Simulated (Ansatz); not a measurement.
# Si2Mo: the cost of one run

Program: Ansatz 0.2.0. Level of theory: DFT PBEsol, scalar-relativistic, plane waves, PAW. These are calculated values, not measurements.

2 further runs of the same task are left out: 2 that didn't finish.

**1. The system as given**

Symmetry: I4/mmm, No. 139, tetragonal system. Conventional cell: a = 3.200 Å, b = 3.200 Å, c = 7.861 Å, α = 90.00°, β = 90.00°, γ = 90.00°. Si (site symmetry 4mm) has 5 Si at 2.61 to 2.63 Å and 5 Mo at 2.62 Å as nearest neighbours. Mo (site symmetry 4/mmm) is surrounded by 10 Si at 2.62 Å.

Coordinates:

```cif
data_structure
_symmetry_space_group_name_H-M 'I4/mmm'
_symmetry_Int_Tables_number 139
_cell_length_a 3.2000
_cell_length_b 3.2000
_cell_length_c 7.8610
_cell_angle_alpha 90.000
_cell_angle_beta 90.000
_cell_angle_gamma 90.000
_cell_volume 80.50
loop_
_atom_site_label
_atom_site_type_symbol
_atom_site_symmetry_multiplicity
_atom_site_Wyckoff_symbol
_atom_site_fract_x
_atom_site_fract_y
_atom_site_fract_z
_atom_site_occupancy
Si1 Si 4 e 0.00000 0.00000 0.33300 1
Mo1 Mo 2 a 0.00000 0.00000 0.00000 1
```

The structure comes from the Crystallography Open Database.

(A quick probe on a coarse mesh, which set the mesh and smearing, is not shown.)

**3. The relaxation**

Contents of input.yaml:

```yaml
crystal:
  lattice:
    - [-1.6, 1.6, 3.9305]
    - [1.6, -1.6, 3.9305]
    - [1.6, 1.6, -3.9305]
  atoms:
    - { symbol: Si, position: [0.333, 0.333, 0.0] }
    - { symbol: Si, position: [0.667, 0.667, 0.0] }
    - { symbol: Mo, position: [0.0, 0.0, 0.0] }
basis:
  ecutwfc: 420
kpoints:
  mp_grid: { grid: [18, 18, 18] }
hamiltonian:
  xc: pbesol
scf:
  occupations: { method: gaussian, width: 0.1 }
output:
  forces: true
  stress: true
  eigenvalues: true
  write_density: true
  write_potential: true
  elf: true
  volumetric_format: npy
relax:
  adjacent_minimum: "off"
  f_tol: 0.005
  max_steps: 80
  cell: { stress_tol: 0.05 }
```

The run is started by

```sh
> ansatz run input.yaml --threads 1 --pin off --max-ram 2560MiB --backend cpu --events-out ev --progress --plain --runs-dir out
```

**Question.** How long does this run take on 1 thread of Arm Neoverse V2, shared host, and how much memory does it need?

About 75 s, with a peak of 0.56 GiB.
